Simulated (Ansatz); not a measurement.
**LiCl (P6_3mc) at 2 levels of theory**

One geometry, relaxed with PBE; plane waves with PAW potentials in Ansatz, scalar-relativistic. No spin polarisation. Gaps are the least over mesh and band path; pressure is positive in compression, and isn't given for hybrids.

Space group P6_3mc (No. 186). a = 3.929 Å, b = 3.929 Å, c = 6.284 Å, α = 90.00°, β = 90.00°, γ = 120.00°
```csv
atom,site,symmetry,x,y,z
Li,2b,3m.,0.3333,0.6667,0.8156
Cl,2b,3m.,0.6667,0.3333,0.9345
```

| level | cutoff (eV) | k mesh | gap (eV) | pressure (GPa) |
| --- | --- | --- | --- | --- |
| PBE | 420 | 6×6×4 | 5.93 | 0.0 |

Problem. What comes out on the same cell with HSE06?

Solution.
```
level  cutoff (eV)  k mesh  gap (eV)  pressure (GPa)
HSE06          420   6×6×4      7.26               -
```

It was reached by relaxing an invented guess, and it needn't be the stable form of this composition.
